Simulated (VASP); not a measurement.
Write the native input for VASP 6.6.1 that does the following.

```yaml
Task: relaxation of cell and atoms
Functional: RPBE
Potentials_or_basis: VASP PAW PBE potentials, release 64 (W_sv)
Cutoff: 600 eV
k_mesh: 16 × 16 × 16
Occupations: methfessel-paxton, width 0.1 eV
Spin: no spin polarisation
Further_INCAR_settings: ALGO = Normal; EDIFF = 1e-07; IBRION = 2; EDIFFG = -0.005; NSW = 90; ISIF = 3
```

The structure of W lies in POSCAR:

```
W                                       
1.0
   -1.5990475846      1.5990475846      1.5990475846
    1.5990475846     -1.5990475846      1.5990475846
    1.5990475846      1.5990475846     -1.5990475846
  W             
     1
Direct
     0.0000000000000000    0.0000000000000000    0.0000000000000000
```

These files were run (other wordings do the same):

INCAR

```
PREC = Accurate
ENCUT = 600
EDIFF = 1E-7
ISMEAR = 1
SIGMA = 0.1
LREAL = F
LASPH = T
NELM = 80
ALGO = Normal
ISIF = 3
LWAVE = F
LCHARG = F
GGA = RP
IBRION = 2
NSW = 90
EDIFFG = -0.005
```

KPOINTS

```
regular mesh
0
Gamma
  16 16 16
```

Potentials or basis: VASP PAW PBE potentials, release 64 (W_sv).

Launch:

```bash
$ cat potpaw_PBE.64/W_sv/POTCAR > POTCAR
$ mpirun -np 1 vasp_std > vasp.out
```

Results of the run:

```yaml
Pressure_after_relaxing: 0.0 GPa
Band_gap_on_the_k_mesh: none (metal or under the smearing width)
```

Caveat: the relaxation stopped at its first step, so nothing moved; the PAW data sets were made with another functional, which shifts forces and pressure a little.

It took 14 s on 1 thread of Intel(R) Xeon(R) Platinum 8375C CPU @ 2.90GHz (Ice Lake), with other jobs on the host, peak memory 0.16 GiB.
